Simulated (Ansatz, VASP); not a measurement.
## One calculation of H, two programs

```
CELL_PARAMETERS angstrom
3.74413 0.00000 0.00000
-1.87206 3.24251 0.00000
0.00000 0.00000 4.79433
ATOMIC_POSITIONS crystal
H 0.33333 0.66667 0.17650
H 0.66667 0.33333 0.67650
H 0.66667 0.33333 0.82350
H 0.33333 0.66667 0.32350
```

Change from the starting cell: strain -0.025 along x and y, -0.050 along z, atoms carried along.

Alike in both runs: task single point; functional PBE; k mesh 9 × 9 × 6; occupations gaussian, width 0.05 eV; no spin polarisation.

|  | VASP | Ansatz |
| --- | --- | --- |
| version | VASP 6.6.1 | Ansatz 0.2.0 |
| potentials or method | VASP PAW PBE potentials, release 64 (H) | scalar-relativistic, plane waves, PAW |
| plane-wave cutoff (eV) | 520 | 420 |
| valence electrons in the cell | 4 | 4 |

Ansatz gave:

| Item | Value |
| --- | --- |
| gap on the k mesh at the Fermi level (eV) | 9.86 |
| least direct gap on the mesh (eV) | 9.86 |
| pressure (GPa) | 2.5 |
| largest component of the traceless stress (GPa) | 4.77 |
| rms of the force components (eV/Å) | 1.055 |

Problem. What did VASP give for the same quantities?

Solution. gap on the k mesh at the Fermi level (eV): 9.86; least direct gap on the mesh (eV): 9.86; pressure (GPa): 2.3; largest component of the traceless stress (GPa): 4.70; rms of the force components (eV/Å): 1.048.

Atom by atom the forces differ by 0.007 eV/Å (rms over components). With one functional, cell and mesh, what is left measures potentials, basis and numerics.

Caveats: an odd mesh through Γ misses points on the zone boundary, where band edges often lie; forces of over 1 eV/Å show positions far from the minimum, so gaps and moduli don't describe the material at rest.
